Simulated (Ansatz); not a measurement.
Method: DFT PBE, scalar-relativistic, plane waves, PAW (Ansatz 0.2.0). Settings: cutoff 420 eV, Γ-centred meshes spaced at most about 0.3 Å⁻¹, and about 0.25 Å⁻¹ or finer for metals (2π included), Gaussian smearing. No spin polarisation in the final relaxations.

Temperature and zero-point effects are left out.

Compare these two cells of Ba, each relaxed at this level.

A.

```xyz
1
Lattice="4.2695 0.0000 0.0000 -2.1348 3.6975 0.0000 0.0000 0.0000 3.9461" Properties=species:S:1:pos:R:3 pbc="T T T"
Ba    0.0000    0.0000    1.9731
```

B.

```xyz
6
Lattice="-4.7452 4.7452 4.7452 4.7452 -4.7452 4.7452 4.7452 4.7452 -4.7452" Properties=species:S:1:pos:R:3 pbc="T T T"
Ba    2.9072    0.0000    0.0000
Ba    6.5833    0.0000    0.0000
Ba    0.0000    2.9072    0.0000
Ba    0.0000    6.5833    0.0000
Ba    0.0000    0.0000    2.9072
Ba    0.0000    0.0000    6.5833
```

Question: Which is lower in energy, and by how much?

Answer: A is lower, by 243 meV/atom. A has the simple hexagonal type, space group P6/mmm (No. 191), 62.3 Å³/atom and no gap on its mesh; B has space group Im-3m (No. 229), 71.2 Å³/atom and no gap. Counting all near atoms (those within 1.25 times the shortest distance at each site; a plus sign parts nearer from farther groups), A has Ba 8 and B has Ba 1+4. The denser one is the lower, and pressure would at first widen the difference. In A, Ba has 2 Ba at 3.95 Å and 6 Ba at 4.27 Å. In B, around Ba lie 1 Ba at 3.68 Å and 4 Ba at 4.11 Å. Both come from invented guesses. The part of the Crystallography Open Database at hand lists Ba in space groups No. 65, 229; sharing a group (Im-3m) doesn't make a cell the listed structure.

Cells relaxed within their symmetry can be saddle points.
